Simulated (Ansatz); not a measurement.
# TaN: stress in a strained cell

Aim: deform TaN (equal xx and yy strain of +3 %) and compute stress, forces and field gradients with LAPW, PAW and all-electron datasets made for the crystal.

Method: DFT PBE, scalar-relativistic, in Ansatz 0.2.0.

### Step 1. The system as given

It takes space group P-6m2 (No. 187, hexagonal). The conventional cell has a = 2.938 Å, b = 2.938 Å, c = 2.883 Å, α = 90.00°, β = 90.00°, γ = 120.00°. Around Ta (site symmetry -6m2) lie 6 N at 2.23 Å. N (site symmetry -6m2) has 6 Ta at 2.23 Å as nearest neighbours.

Coordinates:

```
CELL_PARAMETERS angstrom
2.93800 0.00000 0.00000
-1.46900 2.54438 0.00000
0.00000 0.00000 2.88300
ATOMIC_POSITIONS crystal
Ta 0.33333 0.66667 0.50000
N 0.00000 0.00000 0.00000
```

Atoms are numbered in the order of the input: Ta1, N2.

### Step 2. After the deformation

Space group P-6m2 before, P-6m2 after.

### Step 3. LAPW, all electrons

Contents of input.yaml:

```yaml
crystal:
  lattice:
    - [3.0261388241, 0.0, 0.0]
    - [-1.5130694121, 2.6207130971, 0.0]
    - [0.0, 0.0, 2.883]
  atoms:
    - { symbol: Ta, position: [0.3333333333, 0.6666666667, 0.5] }
    - { symbol: "N", position: [0.0, 0.0, 0.0] }
kpoints:
  mp_grid: { grid: [12, 12, 10] }
  band_path:
    path:
      - [0.0, 0.0, 0.0]
      - [0.5, 0.0, 0.0]
      - [0.3333333333, 0.3333333333, 0.0]
      - [0.0, 0.0, 0.0]
      - [0.0, 0.0, 0.5]
      - [0.5, 0.0, 0.5]
      - [0.3333333333, 0.3333333333, 0.5]
      - [0.0, 0.0, 0.5]
      - [0.5, 0.0, 0.5]
    npoints: 5
scf:
  occupations: { method: fermi_dirac, width: 0.02 }
hamiltonian:
  xc: pbe
  pseudopotentials: { kind: all_electron, lapw: { basis_error: 0.0005 } }
output:
  forces: true
  stress: true
  eigenvalues: true
```

On the command line:

```sh
$ ansatz run input.yaml --threads 1 --pin off --max-ram 3072MiB --backend cpu --events-out ev --progress --plain --runs-dir out
```

What it wrote, cut to the lines that bear on the results:

```text
LAPW: plane waves up to 9.769 Å⁻¹, error target 5.0e-4 eV per atom; small_component_spin mean_spin; N in spheres of 0.966 Å, 7 of its electrons in bands, Dirac shells []; Ta in spheres of 1.300 Å, 43 of its electrons in bands, Dirac shells []
[...]
Pseudopotentials: kind: all_electron
Pseudopotential: Ta, LAPW, valence charge 43, Koelling and Harmon's equation, gaussian nucleus
Pseudopotential: N, LAPW, valence charge 7, Koelling and Harmon's equation, gaussian nucleus
Functional definition: PBE
[...]
Crystal: 2 atoms, lattice volume = 22.864 Å³
Basis set: ecut = 363.5693915726625 eV, 381 PW (Γ), exchange–correlation at level 2
Bands: 30, of which v1, the nominal top of the filled ones, is band 25 counted from 1 (24 counted from 0)
Symmetry: 12 space group operations
Space group: P-6m2 (ITA 187), of the structure as read, at distance tolerance 2.8e-5 Å
k-points: 114 of 1440 (time reversal used)
[...]
SCF iter   1: F=—  HF=-426062.818152 eV  |F-HF|=—  |Δ(HF+E_count)|=         —  Δρ=1.12e-1  dr2=3.43e0  ethr=6.86e-3  ⟨swp⟩=2.0  Hψ=21286  notcnv=0
[...]
the basis was enlarged: its passes take 2.7 MiB over the memory plan, 1 of 1 planned eigensolver slots
[...]
SCF iter   8: F=-426061.437049 eV  HF=-426061.437049 eV  |F-HF|=3.73e-9  |Δ(HF+E_count)|=   3.04e-8  Δρ=4.17e-6  dr2=1.40e-9  ethr=1.22e-10  ⟨swp⟩=3.0  Hψ=10603  notcnv=0
[...]
NSCF: frozen V_eff on 41 k-points
SCF converged after 8 iterations
Free energy (F): -426061.437049 eV
[...]
E sigma→0 (E₀):  -426061.437011 eV
Entropy (-TS):   -0.000076 eV (-0.038 meV/atom)
Fermi energy:    23.930367 eV
[...]
--- Forces (eV/Å), atoms counted from 1 ---
  atom   1  Ta    -0.00000000     0.00000000     0.00000000
  atom   2  N      0.00000000     0.00000000     0.00000000
[...]
--- Stress (GPa, compression-positive) ---
      -18.160478       0.000000       0.000000
        0.000000     -18.160478       0.000000
        0.000000       0.000000      -2.257106
  P = ⅓ Tr σ = -12.8594 GPa (-128.594 kbar)
--- Band table (eV; the first three rows and the last of 114) ---
[...]
```

Run time: 26 s. Hardware: 1 thread of Intel Xeon 6975P-C (Granite Rapids), shared host; peak memory 0.51 GiB.

In short: pressure -12.86 GPa; no gap.

### Step 4. PAW with frozen cores

Contents of input.yaml:

```yaml
crystal:
  lattice:
    - [3.0261388241, 0.0, 0.0]
    - [-1.5130694121, 2.6207130971, 0.0]
    - [0.0, 0.0, 2.883]
  atoms:
    - { symbol: Ta, position: [0.3333333333, 0.6666666667, 0.5] }
    - { symbol: "N", position: [0.0, 0.0, 0.0] }
kpoints:
  mp_grid: { grid: [12, 12, 10] }
scf:
  occupations: { method: fermi_dirac, width: 0.02 }
hamiltonian:
  xc: pbe
  pseudopotentials: { kind: paw }
output:
  forces: true
  stress: true
  eigenvalues: true
  efg: { contact_densities: true }
```

On the command line:

```sh
$ ansatz run input.yaml --threads 1 --pin off --max-ram 3072MiB --backend cpu --events-out ev --progress --plain --runs-dir out
```

What it wrote, cut to the lines that bear on the results:

```text
Ta: output.efg is read without spin–orbit coupling, which moves field gradients at and beside such atoms by some per cent and up to a factor of two; PAW files take it under magnetization.noncollinear and magnetization.spin_orbit
[...]
Pseudopotentials: kind: paw
Pseudopotential: Ta, paw, valence charge 13, recommended cutoff 420 eV (normal)
Pseudopotential: N, paw, valence charge 5, recommended cutoff 420 eV (normal)
[... 1 set-up line as earlier in the session ...]
[...]
Crystal: 2 atoms, lattice volume = 22.864 Å³
Basis set: ecut = 420 eV, 417 PW (Γ), exchange–correlation on 48×48×40 points (8 copies of the dense FFT grid, shifted against one another)
Bands: 13, of which v1, the nominal top of the filled ones, is band 9 counted from 1 (8 counted from 0)
[... 2 set-up lines as earlier in the session ...]
[...]
--- Forces (eV/Å), atoms counted from 1 ---
  atom   1  Ta    -0.00000000     0.00000000     0.00000000
  atom   2  N      0.00000000     0.00000000     0.00000000
[...]
--- Stress (GPa, compression-positive) ---
      -18.422765      -0.000000       0.000000
       -0.000000     -18.422765       0.000000
        0.000000       0.000000      -2.539333
  P = ⅓ Tr σ = -13.1283 GPa (-131.283 kbar)
--- PAW observables at the nuclei: V_zz in 10²¹ V/m², potentials from the cell's mean, atoms counted from 1 ---
  atom   1  Ta V_zz =    +3.708398   η = 0.0000   by run symmetry: allowed
            electrostatic potential = -14499.184528 V   contact ρ = 8154433.778516 e/Å³
  atom   2  N  V_zz =    -0.367111   η = 0.0000   by run symmetry: allowed
            electrostatic potential = -527.763283 V   contact ρ = 1414.295956 e/Å³
--- Band table (eV; the first three rows and the last of 114) ---
  k-point 0: bands = ["-49.6364", "-15.9231", "-15.7903", "-15.7903", "1.6063", "14.4282", "14.4282", "15.0871", "16.2860", "20.5082", "22.4293", "22.4293", "22.7160"]
[...]
```

Run time: 2.7 s. Hardware: 1 thread of Intel Xeon 6975P-C (Granite Rapids), shared host; peak memory 0.41 GiB.

Result: pressure -13.13 GPa; no gap; Vzz Ta1 3.71 (η = 0.00), N2 -0.37 (η = 0.00) (10²¹ V/m²).

### Step 5. Datasets made for this crystal

Changes to input.yaml since step 4:

```diff
@@ -14,3 +14,3 @@
   xc: pbe
-  pseudopotentials: { kind: paw }
+  pseudopotentials: { kind: all_electron, datasets: crystal }
 output:
```

On the command line:

```sh
$ ansatz run input.yaml --threads 1 --pin off --max-ram 3072MiB --backend cpu --events-out ev --progress --plain --runs-dir out
```

What it wrote, cut to the lines that bear on the results:

```text
[...]
band count auto-derived: 22 (N_el = 32.0; filled up to band 16; 20 by the electrons, moments and atoms)
Ta: output.efg is read without spin–orbit coupling, which moves field gradients at and beside such atoms by some per cent and up to a factor of two; PAW files take it under magnetization.noncollinear and magnetization.spin_orbit
[...]
[... 1 set-up line as earlier in the session ...]
Pseudopotential: Ta, paw, valence charge 27, recommended cutoff 460 eV (normal), Koelling and Harmon's equation, gaussian nucleus
Pseudopotential: N, paw, valence charge 5, recommended cutoff 460 eV (normal), Koelling and Harmon's equation, gaussian nucleus
[... 1 set-up line as earlier in the session ...]
[...]
Crystal: 2 atoms, lattice volume = 22.864 Å³
Basis set: ecut = 460 eV, 527 PW (Γ), exchange–correlation on 48×48×48 points (8 copies of the dense FFT grid, shifted against one another)
[...]
  atom   1  Ta    -0.00000000     0.00000000     0.00000000
  atom   2  N      0.00000000    -0.00000000     0.00000000
[...]
--- Stress (GPa, compression-positive) ---
      -18.159746      -0.000000       0.000000
        0.000000     -18.159746       0.000000
        0.000000       0.000000      -2.255992
  P = ⅓ Tr σ = -12.8585 GPa (-128.585 kbar)
--- PAW observables at the nuclei: V_zz in 10²¹ V/m², potentials from the cell's mean, atoms counted from 1 ---
  atom   1  Ta V_zz =    +4.250660   η = 0.0000   by run symmetry: allowed
            electrostatic potential = -14499.098657 V   contact ρ = 8150573.223304 e/Å³
  atom   2  N  V_zz =    -0.372404   η = 0.0000   by run symmetry: allowed
            electrostatic potential = -527.830246 V   contact ρ = 1414.557208 e/Å³
--- Band table (eV; the first three rows and the last of 114) ---
  k-point 0: bands = ["-44.7257", "-11.0137", "-10.8863", "-10.8863", "3.4958", "3.4968", "3.4968", "3.4996", "3.4996", "3.5222", "3.5748", "6.5344", "19.3399", "19.3399", "19.9988", "21.2002", "25.4205", "27.3363", "27.3363", "27.6291"]
[...]
```

Run time: 18 s. Hardware: 1 thread of Intel Xeon 6975P-C (Granite Rapids), shared host; peak memory 0.77 GiB.

Result: pressure -12.86 GPa; no gap; Vzz Ta1 4.25 (η = 0.00), N2 -0.37 (η = 0.00) (10²¹ V/m²).

### Step 6. Side by side

Stress (GPa, compression positive):

```tsv
method	xx	yy	zz	yz	xz	xy
LAPW	-18.16	-18.16	-2.26	0.00	0.00	0.00
PAW	-18.42	-18.42	-2.54	0.00	0.00	0.00
crystal datasets	-18.16	-18.16	-2.26	0.00	0.00	0.00
```

| method | pressure (GPa) | Vzz Ta1 (10²¹ V/m²) | Vzz N2 (10²¹ V/m²) | SCF cycles, all passes |
| --- | --- | --- | --- | --- |
| LAPW | -12.86 | – | – | 8 |
| PAW | -13.13 | 3.71 | -0.37 | 6 |
| crystal datasets | -12.86 | 4.25 | -0.37 | 10 |

### Step 7. What came out

```
                                 quantity                                                 value
                                 pressure  LAPW -12.86, PAW -13.13, crystal datasets -12.86 GPa
largest shear or deviatoric stress (LAPW)                                             10.60 GPa
```

What this shows: The largest part of the stress beyond the pressure is 10.60 GPa in size, in the zz component; the atoms are carried along and not relaxed. No run of the undeformed cell stands beside it, so the pressure holds what the given cell had before the change. PAW: stress within 0.28 GPa of LAPW. Crystal datasets: stress within 0.01 GPa of LAPW. Spin-orbit coupling is left out, though the cell holds Ta; in elements this heavy it can shift bands and gaps by tenths of an eV.
